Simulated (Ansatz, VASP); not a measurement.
One calculation of AlNi3, two programs

```
Al Ni
1.0
     0.00000    2.80189    2.80189
     2.80189    0.00000    2.80189
     2.80189    2.80189    0.00000
Al Ni
1 3
Direct
  0.50000 0.50000 0.50000
  0.25000 0.25000 0.25000
  0.00000 0.00000 0.00000
  0.75000 0.75000 0.75000
```

Alike in both runs: task single point; functional PBE; k mesh 14 × 14 × 14; occupations gaussian, width 0.1 eV; no spin polarisation.

|  | VASP | Ansatz |
| --- | --- | --- |
| version | VASP 6.6.1 | Ansatz 0.2.0 |
| potentials or method | VASP PAW PBE potentials, release 64 (Al, Ni) | scalar-relativistic, plane waves, PAW |
| plane-wave cutoff (eV) | 520 | 420 |
| valence electrons in the cell | 33 | 57 |

```tsv
	VASP	Ansatz	Ansatz less VASP
gap on the k mesh at the Fermi level (eV)	none	none	-
pressure (GPa)	7.0	7.1	+0.09
```

A gap of «none» marks a metal or a gap that the smearing closes. The functional is the same, so the differences come from potentials, cutoffs and numerics. The two sets of potentials don't hold the same shells in valence.

Spin polarisation is off, so any magnetic state and its effect on volume and gap are missing.
